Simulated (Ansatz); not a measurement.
## Ge in Ansatz: the effect of functional

The system is Ge.

```xyz
2
Lattice="4.0904 0.0000 0.0000 -2.0452 3.5424 0.0000 0.0000 0.0000 3.3266" Properties=species:S:1:pos:R:3 pbc="T T T"
Ge    2.0452    1.1808    0.4686
Ge    0.0000    2.3616    2.8580
```

The cell was built by a generator and needn't be a form met in nature.

Alike in all runs:

```yaml
Program: Ansatz 0.2.0
Task: projected density of states
Potentials_or_basis: Ansatz PAW
k_mesh: 4 × 4 × 5
Occupations: fermi-dirac, width 0.05 eV
Spin: no spin polarisation
```

| functional | cutoff | pressure (GPa) | largest force (eV/Å) |
| --- | --- | --- | --- |
| LDA | 420 eV (not typed: the program's choice for these potentials) | ? | ? |
| PBEsol | 420 eV (not typed: the program's choice for these potentials) | -4.2 | 0.04 |
| r2SCAN | 500 eV (not typed: the program's choice for these potentials) | -3.8 | 0.11 |
| HSE06 | 420 eV (not typed: the program's choice for these potentials) | -3.8 | 0.02 |
| PBE0 | 420 eV (not typed: the program's choice for these potentials) | -4.0 | 0.02 |
| r2SCAN0 | 500 eV (not typed: the program's choice for these potentials) | -5.1 | 0.16 |

Task: What does the run with functional LDA give?

Result: Pressure -5.6 GPa; largest force 0.06 eV/Å.

Caveats: all runs use coarse meshes; the PAW data sets come from PBE, with cores solved anew for the run's functional, which leaves a small shift of forces and pressure; the density of states is complete only up to the lowest level of the last band computed; the thresholds are loose for stress (some runs).
